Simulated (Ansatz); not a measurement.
Pt under changes of volume

One of the cells (15.815 Å³/atom); the others are scaled copies at fixed shape and fractional positions:

```
CELL_PARAMETERS angstrom
2.76067 0.00000 0.00000
-1.38033 2.39081 0.00000
0.00000 0.00000 4.79213
ATOMIC_POSITIONS crystal
Pt 0.33333 0.66667 0.25000
Pt 0.66667 0.33333 0.75000
```

This isn't the form of Pt at room conditions, which is fcc.

```yaml
Program: Ansatz 0.2.0
Functional: HSE06
Potentials_or_basis: Ansatz PAW
Cutoff: "420 eV (not typed: the program's choice for these potentials)"
k_mesh: 6 × 6 × 4
Occupations: fermi-dirac, width 0.05 eV
Spin: no spin polarisation
```

```csv
volume (Å³/atom),energy over the lowest point (meV/atom),pressure (GPa)
14.866,?,?
15.182,0.00,0.3
15.498,4.85,-5.1
15.815,19.58,-9.8
16.131,42.95,-13.9
16.447,73.86,-17.4
16.763,111.30,-20.5
```

Q: What does the run at 14.866 Å³/atom give?

A: Energy over the lowest point 6.46 meV/atom; pressure 6.4 GPa.

Worked out: A Birch-Murnaghan fit of order 3 (a polynomial in V^(-2/3)) to the other rows has its minimum at 15.20 Å³/atom with B0 = V·E''(V) = 273 GPa and B' = 5.4 at fixed shape and positions, which overstates the stiffness. It gives 6.47 meV/atom at 14.866 Å³/atom, against the run's 6.46, and -dE/dV = 6.4 GPa, against 6.4.

Energies are extrapolated to zero smearing.

Caveats: all runs use coarse meshes; the PAW data sets come from PBE, with cores solved anew for the run's functional, which leaves a small shift of forces and pressure; the thresholds are loose for stress.
